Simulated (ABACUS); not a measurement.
Crystal: W.

```
W
1.0
    -1.58234    1.58234    1.58234
     1.58234   -1.58234    1.58234
     1.58234    1.58234   -1.58234
W
1
Direct
  0.00000 0.00000 0.00000
```

```yaml
Program: ABACUS 3.10.1
Task: relaxation of cell and atoms
Functional: revPBE
Potentials_or_basis: PseudoDojo NC SR 0.4.1 PBE standard
Cutoff: 1007 eV
Density_cutoff: 4027 eV
Basis: plane waves
k_mesh: 10 × 10 × 10
Occupations: fermi-dirac, width 0.05 eV
Spin: no spin polarisation
```

At the start: pressure 8.5 GPa; volume 15.85 Å³/atom.

Q: How do energy, volume and symmetry change on relaxing?

A: Over 6 steps the energy falls by 11.2 meV/atom and the volume is 16.28 Å³/atom (+2.7 %); space group Im-3m (No. 229, to 0.05 Å).

The path:
| step | energy change (eV) | largest force (eV/Å) | pressure (GPa) | volume (Å³) |
| --- | --- | --- | --- | --- |
| 1 | 0.0000 | 0.0000 | 8.54 | 15.85 |
| 2 | 0.1222 | 0.0000 | -23.59 | 17.94 |
| 3 | -0.0112 | 0.0000 | -0.33 | 16.30 |
| 4 | -0.0112 | 0.0000 | -0.40 | 16.30 |
| 5 | -0.0110 | 0.0000 | 1.19 | 16.22 |
| 6 | -0.0112 | 0.0000 | 0.01 | 16.28 |

Final structure:
```yaml
crystal:
  lattice:
    - [-1.59657, 1.59657, 1.59657]
    - [1.59657, -1.59657, 1.59657]
    - [1.59657, 1.59657, -1.59657]
  atoms:
    - { symbol: W, position: [0.00000, 0.00000, 0.00000] }
```

Caveat: the potentials were made for another functional, which shifts forces and pressure.
